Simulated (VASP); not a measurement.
## Cd: single point with LDA

Crystal: Cd.

```xyz
1
Lattice="2.9622 0.0000 0.0000 0.0000 2.9622 0.0000 0.0000 0.0000 2.9622" Properties=species:S:1:pos:R:3 pbc="T T T"
Cd    0.0000    0.0000    0.0000
```

This isn't the form of Cd at room conditions, which is hcp.

* Program: VASP 6.6.1
* Task: single point
* Functional: LDA
* Potentials or basis: VASP PAW LDA potentials, release 64 (Cd)
* Cutoff: 520 eV
* k mesh: 12 × 12 × 12
* Occupations: fermi-dirac, width 0.1 eV
* Spin: no spin polarisation
* Dipole correction: no
* Further INCAR settings: ALGO = Fast; EDIFF = 1e-06; NBANDS = 12

| Item | Value |
| --- | --- |
| Pressure | -3.8 GPa |
| Band gap on the k mesh | none (metal or under the smearing width) |

Levels at points of the mesh, in eV from the Fermi level:
```csv
k point,band 2,band 3,band 4,band 5,band 6,band 7,band 8,band 9,band 10,band 11
"(0.00, 0.00, 0.00)",-9.48,-8.05,-8.05,-8.05,-7.62,9.89,9.89,9.89,13.57,13.57
"(0.50, 0.00, 0.00)",-8.82,-8.48,-8.48,-8.02,-2.71,-2.11,13.71,13.71,14.74,15.26
"(0.50, 0.50, 0.00)",-9.03,-8.41,-8.41,-7.67,1.18,1.18,1.81,5.87,18.12,18.12
"(0.50, 0.50, 0.50)",-9.08,-9.08,-7.65,-7.65,4.50,4.50,4.50,7.31,8.61,9.62
```

It took 9.7 s on 1 thread of AMD EPYC 9R45 (Zen 5), on a shared host, peak memory 0.11 GiB.
